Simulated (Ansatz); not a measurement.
# Zr: the cost of one run

Method: DFT PBE, scalar-relativistic, in Ansatz 0.2.0.

### 1 The system as given

Symmetry: P6_3/mmc, No. 194, hexagonal system. The conventional cell has a = 3.232 Å, b = 3.232 Å, c = 5.147 Å, α = 90.00°, β = 90.00°, γ = 120.00°. Zr (site symmetry -6m2) has 12 Zr at 3.18 to 3.23 Å as nearest neighbours.

Structure file:

```cif
data_structure
_symmetry_space_group_name_H-M 'P 1'
_symmetry_Int_Tables_number 1
_cell_length_a 3.2320
_cell_length_b 3.2320
_cell_length_c 5.1470
_cell_angle_alpha 90.000
_cell_angle_beta 90.000
_cell_angle_gamma 120.000
_cell_volume 46.56
loop_
_atom_site_label
_atom_site_type_symbol
_atom_site_fract_x
_atom_site_fract_y
_atom_site_fract_z
_atom_site_occupancy
Zr1 Zr 0.33333 0.66667 0.25000 1
Zr2 Zr 0.66667 0.33333 0.75000 1
```

Atoms are numbered in the order of the input: Zr1, Zr2.

### 2 Volume × 0.96, LAPW

File input.yaml:

```yaml
crystal:
  lattice:
    - [3.1883172162, 0.0, 0.0]
    - [-1.5941586081, 2.7611637045, 0.0]
    - [0.0, 0.0, 5.0774374186]
  atoms:
    - { symbol: Zr, position: [0.3333333333, 0.6666666667, 0.25] }
    - { symbol: Zr, position: [0.6666666667, 0.3333333333, 0.75] }
kpoints:
  mp_grid: { grid: [13, 13, 7] }
  band_path:
    path:
      - [0.0, 0.0, 0.0]
      - [0.5, 0.0, 0.0]
      - [0.3333333333, 0.3333333333, 0.0]
      - [0.0, 0.0, 0.0]
      - [0.0, 0.0, 0.5]
      - [0.5, 0.0, 0.5]
      - [0.3333333333, 0.3333333333, 0.5]
      - [0.0, 0.0, 0.5]
      - [0.5, 0.0, 0.5]
    npoints: 5
scf:
  occupations: { method: fermi_dirac, width: 0.08 }
hamiltonian:
  xc: pbe
  pseudopotentials: { kind: all_electron, lapw: { basis_error: 0.001 } }
output:
  forces: true
  stress: true
  eigenvalues: true
```

Run with:

```console
> ansatz run input.yaml --threads 1 --pin off --max-ram 3072MiB --backend cpu --events-out ev --progress --plain --runs-dir out
```

Q: Estimate wall time and peak memory on 1 thread of Intel Xeon 6975P-C (Granite Rapids), shared host.

About 9.7 s, with a peak of 0.41 GiB.
